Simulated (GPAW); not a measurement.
# SnTe (Fm-3m) in GPAW: notebook, part 2 of 2

GPAW 26.7.0.

### 4 Single point, PBE

run.py

```python
from ase import Atoms
from ase.dft.bandgap import bandgap
from ase.io import write
from ase.units import GPa
from gpaw import GPAW, PW

atoms = Atoms(['Te', 'Sn'],
              cell=[[0.0, 3.15085, 3.15085],
                    [3.15085, 0.0, 3.15085],
                    [3.15085, 3.15085, 0.0]],
              scaled_positions=[[0.5, 0.5, 0.5],
                                [0.0, 0.0, 0.0]],
              pbc=True)

calc = GPAW(mode=PW(600),
            xc='PBE',
            kpts={'size': (7, 7, 7), 'gamma': True},
            occupations={'name': 'methfessel-paxton', 'order': 0, 'width': 0.026000000000000002},
            nbands=19,
            convergence={'density': 1e-05, 'energy': 1e-05},
            maxiter=150,
            txt='gpaw.txt')
atoms.calc = calc
energy = atoms.get_potential_energy()
forces = atoms.get_forces()
stress = atoms.get_stress()
calc.write('gs.gpw')
write('result.traj', atoms)
print(f'Energy: {energy:.6f} eV')
print('Forces (eV/A):')
print(forces.round(4))
print('Stress (GPa):', (stress / GPa).round(3))
print('Fermi level:', round(calc.get_fermi_level(), 4), 'eV')
print(f'Gap: {bandgap(calc)[0]:.4f} eV, direct: {bandgap(calc, direct=True)[0]:.4f} eV')
```

Potentials or basis: GPAW PAW data sets (gpaw-data 1.2.1), pw.

Run with:

```sh
OMP_NUM_THREADS=1 python run.py
```

gpaw.txt:

```text
__  _  _
 | _ |_)|_||  |
 |__||  | ||/\| - 26.7.0

Input parameters:
  mode=PW(ecut=600.0),
  convergence={'density': 1e-05, 'energy': 1e-05},
  kpts=MonkhorstPack(size=(7, 7, 7), gamma=True),
  maxiter=150,
  nbands=19,
  occupations=Occupations(name='methfessel-paxton', order=0, width=0.026000000000000002),
  xc=XC(name='PBE')

Diagonalizing LCAO Hamiltonian
Converting LCAO to pw mode

                 Te

       Sn

Atoms  # Å, Bohr magnetons
|   | symbol |        x |        y |        z |    initial magnetic moments |
|---|--------|----------|----------|----------|-----------------------------|
| 0 |     Te | 3.150850 | 3.150850 | 3.150850 | ( 0.0000,  0.0000,  0.0000) |
| 1 |     Sn | 0.000000 | 0.000000 | 0.000000 | ( 0.0000,  0.0000,  0.0000) |

Unit cell  # Å
| periodic |        x |        y |        z |  lengths |    angles |
|----------|----------|----------|----------|----------|-----------|
|      yes | 0.000000 | 3.150850 | 3.150850 | 4.455975 | 60.000000 |
|      yes | 3.150850 | 0.000000 | 3.150850 | 4.455975 | 60.000000 |
|      yes | 3.150850 | 3.150850 | 0.000000 | 4.455975 | 60.000000 |

Number of symmetries: 48
Symmetry operations  # r_c * U_cc + t_c -> r_c
|    | kind |            matrix            |
|----|------|------------------------------|
|  0 |  σ   |  1, 0, 0,  1, 0,-1,  1,-1, 0 |
|  1 |  C2  |  1, 0, 0,  1,-1, 0,  1, 0,-1 |
|  2 |  E   |  1, 0, 0,  0, 1, 0,  0, 0, 1 |
|  3 |  σ   |  1, 0, 0,  0, 0, 1,  0, 1, 0 |
|  4 |  C4  |  1, 0,-1,  1, 0, 0,  1,-1, 0 |
|  5 |  S6  |  1, 0,-1,  1,-1, 0,  1, 0, 0 |
|  6 |  σ   |  1, 0,-1,  0, 1,-1,  0, 0,-1 |
|  7 |  C3  |  1, 0,-1,  0, 0,-1,  0, 1,-1 |
|  8 |  S6  |  1,-1, 0,  1, 0, 0,  1, 0,-1 |
|  9 |  C4  |  1,-1, 0,  1, 0,-1,  1, 0, 0 |
| 10 |  C3  |  1,-1, 0,  0,-1, 1,  0,-1, 0 |
| 11 |  σ   |  1,-1, 0,  0,-1, 0,  0,-1, 1 |
| 12 |  σ   |  0, 1, 0,  1, 0, 0,  0, 0, 1 |
| 13 |  C4  |  0, 1, 0,  0, 1,-1, -1, 1, 0 |
| 14 |  C3  |  0, 1, 0,  0, 0, 1,  1, 0, 0 |
| 15 |  S6  |  0, 1, 0, -1, 1, 0,  0, 1,-1 |
| 16 |  C2  |  0, 1,-1,  1, 0,-1,  0, 0,-1 |
| 17 |  σ   |  0, 1,-1,  0, 1, 0, -1, 1, 0 |
| 18 |  S4  |  0, 1,-1,  0, 0,-1,  1, 0,-1 |
| 19 |  C4  |  0, 1,-1, -1, 1, 0,  0, 1, 0 |
| 20 |  C3  |  0, 0, 1,  1, 0, 0,  0, 1, 0 |
| 21 |  σ   |  0, 0, 1,  0, 1, 0,  1, 0, 0 |
| 22 |  S6  |  0, 0, 1,  0,-1, 1, -1, 0, 1 |
| 23 |  C4  |  0, 0, 1, -1, 0, 1,  0,-1, 1 |
| 24 |  S4  |  0, 0,-1,  1, 0,-1,  0, 1,-1 |
| 25 |  C3  |  0, 0,-1,  0, 1,-1,  1, 0,-1 |
| 26 |  C2  |  0, 0,-1,  0,-1, 0, -1, 0, 0 |
| 27 |  S6  |  0, 0,-1, -1, 0, 0,  0,-1, 0 |
| 28 |  S4  |  0,-1, 1,  1,-1, 0,  0,-1, 0 |
| 29 |  C4  |  0,-1, 1,  0, 0, 1, -1, 0, 1 |
| 30 |  C2  |  0,-1, 1,  0,-1, 0,  1,-1, 0 |
| 31 |  σ   |  0,-1, 1, -1, 0, 1,  0, 0, 1 |
| 32 |  C3  |  0,-1, 0,  1,-1, 0,  0,-1, 1 |
| 33 |  S6  |  0,-1, 0,  0, 0,-1, -1, 0, 0 |
| 34 |  S4  |  0,-1, 0,  0,-1, 1,  1,-1, 0 |
| 35 |  C2  |  0,-1, 0, -1, 0, 0,  0, 0,-1 |
| 36 |  C2  | -1, 1, 0,  0, 1, 0,  0, 1,-1 |
| 37 |  S6  | -1, 1, 0,  0, 1,-1,  0, 1, 0 |
| 38 |  S4  | -1, 1, 0, -1, 0, 1, -1, 0, 0 |
| 39 |  C3  | -1, 1, 0, -1, 0, 0, -1, 0, 1 |
| 40 |  S6  | -1, 0, 1,  0, 0, 1,  0,-1, 1 |
| 41 |  C2  | -1, 0, 1,  0,-1, 1,  0, 0, 1 |
| 42 |  C3  | -1, 0, 1, -1, 1, 0, -1, 0, 0 |
| 43 |  S4  | -1, 0, 1, -1, 0, 0, -1, 1, 0 |
| 44 |  C2  | -1, 0, 0,  0, 0,-1,  0,-1, 0 |
| 45 |  i   | -1, 0, 0,  0,-1, 0,  0, 0,-1 |
| 46 |  σ   | -1, 0, 0, -1, 1, 0, -1, 0, 1 |
| 47 |  C2  | -1, 0, 0, -1, 0, 1, -1, 1, 0 |

BZ-sampling:
  Number of BZ points: 343
  Number of IBZ points: 20

  Monkhorst-Pack size: [7, 7, 7]
  Monkhorst-Pack shift: [0, 0, 0]

K-points  # in reciprocal-cell coordinates
|     |                                coordinates |     weight |
|-----|--------------------------------------------|------------|
|   0 | (  0.00000000,   0.00000000,   0.00000000) | 0.00291545 |
|   1 | (  0.14285714,   0.14285714,   0.00000000) | 0.01749271 |
|   2 | (  0.14285714,   0.14285714,   0.14285714) | 0.02332362 |
|   3 | (  0.28571429,   0.14285714,   0.14285714) | 0.03498542 |
|   4 | (  0.28571429,   0.28571429,   0.00000000) | 0.01749271 |
|   5 | (  0.28571429,   0.28571429,   0.14285714) | 0.06997085 |
|   6 | (  0.28571429,   0.28571429,   0.28571429) | 0.02332362 |
|   7 | (  0.42857143,  -0.28571429,  -0.28571429) | 0.03498542 |
|   8 | (  0.42857143,   0.28571429,  -0.42857143) | 0.13994169 |
|   9 | (  0.42857143,   0.28571429,  -0.28571429) | 0.06997085 |
| ... |                                            |            |
|  19 | (  0.42857143,   0.42857143,   0.42857143) | 0.02332362 |

Plane wave coefficients: 2106
Cutoff: 600.0 eV

Spin-components: 1 (collinear spins)
Bands:           19
Projectors:      11
Spin-degeneracy: 2
Datatype:        complex128

Parallelization:
  kpt:    1
  domain: 1
  band:   1

Density:
  Valence electrons: 20.0
  Components: 1
  Grid points: [27 27 27]
  Charge: 0.0  # |e|

Potential:
  Grid points: [27 27 27]

species:
  Te:
    name:    Tellurium
    Z:       52.0
    valence: 6
    core:    46
    charge:  0.0  # [|e|]
    compensation charges:
      type: gauss
      rc: 0.36  # [Å]
      lmax: 2
    cutoffs:
      filter: 2.09  # [Å]
      core: 3.17  # [Å]
    projectors
    | kind |    occ | energy [eV] | rcut [Å] |
    |------|--------|-------------|----------|
    |   5s |  2.000 |     -15.089 |    1.180 |
    |   5p |  4.000 |      -5.955 |    1.196 |
    |    s |        |      12.123 |    1.180 |
    |    p |        |      21.256 |    1.196 |
    |    d |        |       0.000 |    1.238 |

    Using partial waves for Te as LCAO basis

  Sn:
    name:    Tin
    Z:       50.0
    valence: 14
    core:    36
    charge:  0.0  # [|e|]
    compensation charges:
      type: gauss
      rc: 0.38  # [Å]
      lmax: 2
    cutoffs:
      filter: 2.23  # [Å]
      core: 2.35  # [Å]
    projectors
    | kind |    occ | energy [eV] | rcut [Å] |
    |------|--------|-------------|----------|
    |   5s |  2.000 |     -10.538 |    1.201 |
    |   5p |  2.000 |      -3.696 |    1.270 |
    |   4d | 10.000 |     -25.845 |    1.185 |
    |    s |        |      16.674 |    1.201 |
    |    p |        |      23.515 |    1.270 |
    |    d |        |       1.367 |    1.185 |

    Using partial waves for Sn as LCAO basis

Reference energy: -352801.376741  # eV

eigensolver:
  PPCG
  Converge bands: occupied
  niter=2

density mixing:
  MSR1-Mixer
  Pratt-step length: 0.05
  Maximum mixing coefficient: 0.75
  Old densities: 10
  SVD Regularization: 0.005
  Good broyden scale: 1.0
  Trust region scale: 1.0
  Backstep threshold: 4.0
  History deletion threshold: 6.0
  Fourier metric: weight=20.0, sigma=0.015

occupation numbers:
  Methfessel-Paxton:
    width: 0.0260  # eV
    order: 0

poisson solver:
  ecut: 4800.0  # eV

xc functional:
  name: PBE with 2 nearest neighbor stencil

convergence criteria:
- Maximum integral of absolute [dens]ity change: 1e-05 electrons / valence electron
- Maximum [total energy] change in last 3 cyles: 1e-05 eV / valence electron
- Maximum integral of absolute [eigenst]ate change: 4e-08 eV^2 / valence electron
maximum number of iterations: 150

SCF iterations
|iter     | |      energy | eigst |  dens |
|---------|-|-------------|-------|-------|
|iter:   1| |   -7.849245 | -0.14 |       |
|iter:   2| |   -7.843589 | -2.30 | -1.48 |
|iter:   3| |   -7.815542 | -2.69 | -1.52 |
|iter:   4| |   -7.816980 | -3.98 | -2.10 |
|iter:   5| |   -7.817212 | -4.69 | -2.60 |
|iter:   6| |   -7.817220 | -6.12 | -3.29 |
|iter:   7| |   -7.817221c| -7.47c| -4.18 |
|iter:   8| |   -7.817221c| -7.58c| -4.74 |
|iter:   9| |   -7.817221c| -8.11c| -5.86c|

Converged in 9 steps
Energy contributions relative to reference atoms: (reference = -352801.376741)

Energy contributions:
  Kinetic:          14.544410
  Coulomb:         -14.629254
  Zero:              0.154291
  External:          0.000000
  Xc:               -7.886667
  Entropy:          -0.000000
  Spinorbit:         0.000000
  ----------------------------
  Free energy:      -7.817221
  Extrapolated:     -7.817221

dipole moment: (-21.376039, -21.376039, -21.376039)  # |e|*Ang

Fermi level: 6.738
Eigenvalues  # (at kpt = [0.000, 0.000, 0.000])
| band index |      eig [eV] | occ [0-2] |
|------------|---------------|-----------|
|          0 |       -15.426 |     2.000 |
|        ... |               |           |
|          2 |       -15.419 |     2.000 |
|          3 |       -15.419 |     2.000 |
|          4 |       -15.419 |     2.000 |
|          5 |        -6.331 |     2.000 |
|          6 |         1.803 |     2.000 |
|          7 |         4.304 |     2.000 |
[... 9 lines left out ...]
|         17 |        13.376 |     0.000 |
|         18 |        13.376 |     0.000 |

Gap: 0.662 eV
Transition (v -> c):
  (s=0, k=19, n=9, [0.43, 0.43, 0.43]) -> (s=0, k=19, n=10, [0.43, 0.43, 0.43])
No difference between direct/indirect transitions

Forces  # eV/Ang
|       x |        y |        z |
|---------|----------|----------|
| 0.00000 |  0.00000 |  0.00000 |  # Te   0
| 0.00000 | -0.00000 | -0.00000 |  # Sn   1

Stress tensor  # eV/Ang^3
|         x |         y |         z |
|-----------|-----------|-----------|
| -0.012160 |  0.000000 | -0.000000 |
|  0.000000 | -0.012160 |  0.000000 |
| -0.000000 |  0.000000 | -0.012160 |

# Writing to gs.gpw (mode='')
```

Wall time 16 s (1 thread of Arm Neoverse V1, shared host); peak memory 0.17 GiB.

Results:

| Item | Value |
| --- | --- |
| Free energy | -7.8172 eV |
| Pressure | 1.9 GPa |

Levels at points of the mesh, in eV from the Fermi level:
```
           k point  band 7  band 8  band 9  band 10  band 11  band 12  band 13  band 14
(0.00, 0.00, 0.00)   -4.93   -2.43   -2.43    -2.43     3.07     3.07     3.07     4.50
```

Caveat: this odd mesh misses L, where the gap lies, so gap, dielectric constants and Born charges aren't listed.

### 5 Single point, PBE

run.py

```python
from ase.dft.bandgap import bandgap
from ase.io import read, write
from ase.units import GPa
from gpaw import GPAW, PW

atoms = read('POSCAR')

calc = GPAW(mode=PW(600),
            xc='PBE',
            kpts={'size': (7, 7, 7), 'gamma': True},
            occupations={'name': 'methfessel-paxton', 'order': 0, 'width': 0.027000000000000003},
            nbands=19,
            convergence={'density': 1e-05, 'energy': 1e-05},
            maxiter=150,
            txt='gpaw.txt')
atoms.calc = calc
energy = atoms.get_potential_energy()
forces = atoms.get_forces()
stress = atoms.get_stress()
calc.write('gs.gpw')
write('result.traj', atoms)
print(f'Energy: {energy:.6f} eV')
print('Forces (eV/A):')
print(forces.round(4))
print('Stress (GPa):', (stress / GPa).round(3))
print('Fermi level:', round(calc.get_fermi_level(), 4), 'eV')
print(f'Gap: {bandgap(calc)[0]:.4f} eV, direct: {bandgap(calc, direct=True)[0]:.4f} eV')
```

POSCAR

```
SnTe
1.0
    0.0000000000      3.1508500000      3.1508500000
    3.1508500000      0.0000000000      3.1508500000
    3.1508500000      3.1508500000      0.0000000000
Te Sn
1 1
Direct
    0.5000000000      0.5000000000      0.5000000000
    0.0000000000      0.0000000000      0.0000000000
```

Run with:

```sh
OMP_NUM_THREADS=1 python run.py
```

Run time: 16 s. Hardware: 1 thread of Arm Neoverse V1, shared host; peak memory 0.17 GiB.

It converged, with:

```yaml
Free_energy: -7.8172 eV
Pressure: 1.9 GPa
```

Levels at points of the mesh, in eV from the Fermi level:
```tsv
k point	band 8	band 9	band 10	band 11	band 12	band 13
(0.00, 0.00, 0.00)	-2.43	-2.43	-2.43	3.07	3.07	3.07
```

Caveat: this odd mesh misses L, where the gap lies, so gap, dielectric constants and Born charges aren't listed. Spin-orbit coupling is left out, which matters for the levels of Te.

### 6 Overview

| smearing | pressure (GPa) |
| --- | --- |
| gaussian 0.024 eV | 1.9 |
| gaussian 0.025 eV | 1.9 |
| gaussian 0.026 eV | 1.9 |
| gaussian 0.027 eV | 1.9 |

Alike in all rows: task single point; level PBE; potentials or basis GPAW PAW data sets (gpaw-data 1.2.1), pw; no spin polarisation; cell as given; k mesh 7 × 7 × 7; cutoff (eV) 600.

Absolute energies hang on the potentials; compare differences alone.
